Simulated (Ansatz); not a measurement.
# TiAl2: the cost of one run

Method: DFT r2SCAN, scalar-relativistic, plane waves, PAW, in Ansatz 0.2.0.

2 further runs of the same task are left out: 2 set aside as unsound or not needed.

### 1 The system as given

The structure is orthorhombic, space group Cmmm (No. 65). Conventional cell: a = 3.913 Å, b = 12.068 Å, c = 3.993 Å, α = 90.00°, β = 90.00°, γ = 90.00°. Ti (site symmetry m2m) has 10 Al at 2.72 to 2.87 Å and 2 Ti at 2.99 Å as nearest neighbours. Around Al (site symmetry mmm) lie 4 Ti at 2.72 Å and 8 Al at 2.80 to 2.88 Å. Al (site symmetry m2m) is surrounded by 6 Al at 2.71 to 2.88 Å and 6 Ti at 2.80 to 2.87 Å. Al (site symmetry mmm) has 4 Ti at 2.75 Å and 8 Al at 2.80 to 2.86 Å as nearest neighbours.

Coordinates:

```cif
data_structure
_symmetry_space_group_name_H-M 'Cmmm'
_symmetry_Int_Tables_number 65
_cell_length_a 3.9134
_cell_length_b 12.0679
_cell_length_c 3.9929
_cell_angle_alpha 90.000
_cell_angle_beta 90.000
_cell_angle_gamma 90.000
_cell_volume 188.57
loop_
_atom_site_label
_atom_site_type_symbol
_atom_site_symmetry_multiplicity
_atom_site_Wyckoff_symbol
_atom_site_fract_x
_atom_site_fract_y
_atom_site_fract_z
_atom_site_occupancy
Ti1 Ti 4 i 0.50000 0.84358 0.00000 1
Al1 Al 2 a 0.00000 0.00000 0.00000 1
Al2 Al 4 j 0.50000 0.67258 0.50000 1
Al3 Al 2 c 0.50000 0.00000 0.50000 1
```

This cell was relaxed beforehand with the same method: volume 15.71 Å³/atom, gap on the mesh none (metal).

### 2 The reference: the undisturbed cell on the scan's mesh

Contents of input.yaml:

```yaml
crystal:
  lattice:
    - [1.9566755069, -6.0339436921, 0.0]
    - [1.9566755069, 6.0339436921, 0.0]
    - [0.0, 0.0, 3.9928634793]
  atoms:
    - { symbol: Ti, position: [0.656417558, 0.343582442, 0.0] }
    - { symbol: Ti, position: [0.343582442, 0.656417558, 0.0] }
    - { symbol: Al, position: [0.0, 0.0, 0.0] }
    - { symbol: Al, position: [0.8274221863, 0.1725778137, 0.5] }
    - { symbol: Al, position: [0.1725778137, 0.8274221863, 0.5] }
    - { symbol: Al, position: [0.5, 0.5, 0.5] }
basis:
  ecutwfc: 500
kpoints:
  mp_grid: { grid: [14, 14, 12] }
hamiltonian:
  xc: r2scan
scf:
  occupations: { method: gaussian, width: 0.15 }
output:
  forces: true
  stress: true
  eigenvalues: true
```

On the command line:

```console
$ ansatz run input.yaml --threads 2 --pin off --max-ram 5120MiB --backend cpu --events-out ev --progress --plain --runs-dir out
```

**Question.** How long does this run take on 2 threads of Oxide Virtual Turin-like (Zen 5), shared host, and how much memory does it need?

About 47 s, with a peak of 1.3 GiB.
